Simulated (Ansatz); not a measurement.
## What a trial cell of As relaxes into

Level of theory: DFT PBE, scalar-relativistic, plane waves, PAW in Ansatz. Cutoff 420 eV, Γ-centred k mesh, Gaussian smearing, no spin polarisation in the final step.

This is the end of a relaxation of cell and atoms.

```yaml
crystal:
  lattice:
    - [1.42593, -4.34873, 0.00000]
    - [1.42593, 4.34873, 0.00000]
    - [0.00000, 0.00000, 3.68958]
  atoms:
    - { symbol: As, position: [0.90381, 0.09619, 0.25000] }
    - { symbol: As, position: [0.09619, 0.90381, 0.75000] }
```

Energies count from the standard state of As at the same level.

Q: What space group does it have?

A: Cmcm (No. 63). Conventional cell: a = 2.852 Å, b = 8.697 Å, c = 3.690 Å. As has 2 As at 2.49 Å and 2 As at 2.85 Å.

Q: How far above the standard state of As does it lie?

A: 0.11 eV/atom.

Q: Is it a metal?

A: Yes, bands cross the Fermi level on the 20×20×14 mesh.

The final run used a 20×20×14 mesh on its 2-atom cell and 0.10 eV smearing. For metals, differences of a few meV/atom aren't resolved. Weakly bound directions are ill-defined at this level, which has no dispersion term. The cell came from a trial start, so As may not exist in this structure.